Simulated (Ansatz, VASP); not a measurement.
## Hg: VASP beside Ansatz

The input INCAR:

```
PREC = Accurate
ENCUT = 520
EDIFF = 1E-7
ISMEAR = -1
SIGMA = 0.05
LREAL = False
LASPH = True
NELM = 60
ALGO = Normal
ISIF = 2
LWAVE = False
LCHARG = True
GGA = PE
LELF = True
LVHAR = True
NBANDS = 25
```

File KPOINTS:

```
Automatic mesh
0
Gamma
  9 9 4
```

Contents of POSCAR:

```
Hg
1.0
    3.3205578694      0.0000000000      0.0000000000
   -1.4721436807      3.0761348998      0.0000000000
   -0.9583293978     -1.3972993748      8.1206091033
Hg
3
Direct
   -0.0055360000     -0.0213070000     -0.0055250000
    0.4126400000      0.2750730000      0.6590740000
    0.5887670000      0.7450180000      0.3377070000
```

The input input.yaml:

```yaml
crystal:
  lattice:
    - [3.3205578694, 0.0, 0.0]
    - [-1.4721436807, 3.0761348998, 0.0]
    - [-0.9583293978, -1.3972993748, 8.1206091033]
  atoms:
    - { symbol: Hg, position: [-0.005536, -0.021307, -0.005525] }
    - { symbol: Hg, position: [0.41264, 0.275073, 0.659074] }
    - { symbol: Hg, position: [0.588767, 0.745018, 0.337707] }
hamiltonian:
  xc: pbe
  pseudopotentials: { kind: paw }
kpoints:
  mp_grid: { grid: [9, 9, 4] }
scf:
  occupations: { method: fermi_dirac, width: 0.05 }
output:
  forces: true
  stress: true
  eigenvalues: true
```

Change from the starting cell: atoms moved at random, drawn with an rms of 0.05 Å.

Alike in both runs: task single point; functional PBE; k mesh 9 × 9 × 4; occupations fermi-dirac, width 0.05 eV; no spin polarisation.

```csv
,VASP,Ansatz
version,VASP 6.6.1,Ansatz 0.2.0
potentials or method,"VASP PAW PBE potentials, release 64 (Hg)",Ansatz PAW
plane-wave cutoff (eV),520,420
valence electrons in the cell,36,60
```

Ansatz gave:

- gap on the k mesh at the Fermi level (eV): none
- pressure (GPa): 0.8
- largest component of the traceless stress (GPa): 0.10
- rms of the force components (eV/Å): 0.048

What did VASP give for the same quantities?

gap on the k mesh at the Fermi level (eV): none; pressure (GPa): 0.9; largest component of the traceless stress (GPa): 0.10; rms of the force components (eV/Å): 0.050.

Atom by atom the forces differ by 0.002 eV/Å (rms over components). A gap of «none» marks a metal or a gap that the smearing closes. The two sets of potentials don't hold the same shells in valence.

Spin-orbit coupling is left out, which matters for the levels of Hg.
